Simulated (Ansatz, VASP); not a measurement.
One calculation of Nb, two programs

```
CELL_PARAMETERS angstrom
3.98366 0.00000 0.00000
0.00000 3.98366 0.00000
0.00000 0.00000 3.98366
ATOMIC_POSITIONS crystal
Nb 0.50000 0.00000 0.00000
Nb 0.00000 0.50000 0.00000
Nb 0.00000 0.00000 0.50000
```

Alike in both runs: functional PBE; k mesh 4 × 4 × 4; occupations gaussian, width 0.1 eV; no spin polarisation.

Ansatz relaxed the structure, and its values are those at the end. VASP's run is a single point on that final structure, the one shown.

```csv
,VASP,Ansatz
version,VASP 6.6.1,Ansatz 0.2.0
potentials or method,"VASP PAW PBE potentials, release 64 (Nb_sv)","scalar-relativistic, plane waves, PAW"
plane-wave cutoff (eV),520,420
valence electrons in the cell,39,39
```

```tsv
	VASP	Ansatz	Ansatz less VASP
gap on the k mesh at the Fermi level (eV)	none	none	-
pressure (GPa)	-0.2	0.1	+0.26
```

A gap of «none» marks a metal or a gap that the smearing closes.

Caveats: the k mesh is coarse (spacing up to 0.39 Å⁻¹), so the values aren't converged.
